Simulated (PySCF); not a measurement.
Isomers of C4H6.

All values: PBE0/def2-SVPD (PySCF) at GFN2-xTB geometries, gas phase, one conformer each. Core orbitals are frozen in the response; Δα² is half the sum of the squared differences of the principal polarisabilities. Dipoles and anisotropies that the point group forbids are given as zero.

**Question.** Rank by HOMO–LUMO gap, lowest first.
A. 2-butyne, `CC#CC`
B. 1-methylcyclopropene, `CC1=CC1`
C. `C#CCC` (1-butyne)
D. methylenecyclopropane (`C=C1CC1`)
E. `[CH2:1]=[CH:2][CH:3]=[CH2:4]` with C1–C2–C3–C4 180° (1,3-butadiene)

**Answer.** E (6.01 eV), B (7.28 eV), D (7.67 eV), A (7.93 eV), C (8.40 eV).

**Question.** Rank by dipole moment, lowest first.
A. methylenecyclopropane (`C1C(=C)C1`)
B. `[CH2:1]=[CH:2][CH:3]=[CH2:4]` with C1–C2–C3–C4 180° (1,3-butadiene)
C. `C1CC=1C` (1-methylcyclopropene)

**Answer.** B (0.00 D), A (0.44 D), C (0.90 D).

**Question.** Rank by HOMO energy, highest first.
A. 1-butyne (`C#CCC`)
B. methylenecyclopropane (`C=C1CC1`)
C. 2-butyne (`CC#CC`)
D. 1-methylcyclopropene (`CC1=CC1`)

**Answer.** D (-6.83 eV), C (-7.14 eV), B (-7.49 eV), A (-7.72 eV).

All values together:

| SMILES | μ (D) | HOMO (eV) | LUMO (eV) | α (Å³) | Δα (Å³) |
| --- | --- | --- | --- | --- | --- |
| C=C1CC1 | 0.44 | -7.49 | 0.18 | 7.10 | 3.43 |
| CC#CC | 0.00 | -7.14 | 0.79 | 7.21 | 5.05 |
| C=CC=C | 0.00 | -6.85 | -0.85 | 8.00 | 6.79 |
| CC1=CC1 | 0.90 | -6.83 | 0.46 | 6.88 | 2.47 |
| C#CCC | 0.82 | -7.72 | 0.67 | 6.98 | 3.51 |

Conformers: `[CH2:1]=[CH:2][CH:3]=[CH2:4]` with C1–C2–C3–C4 180°.
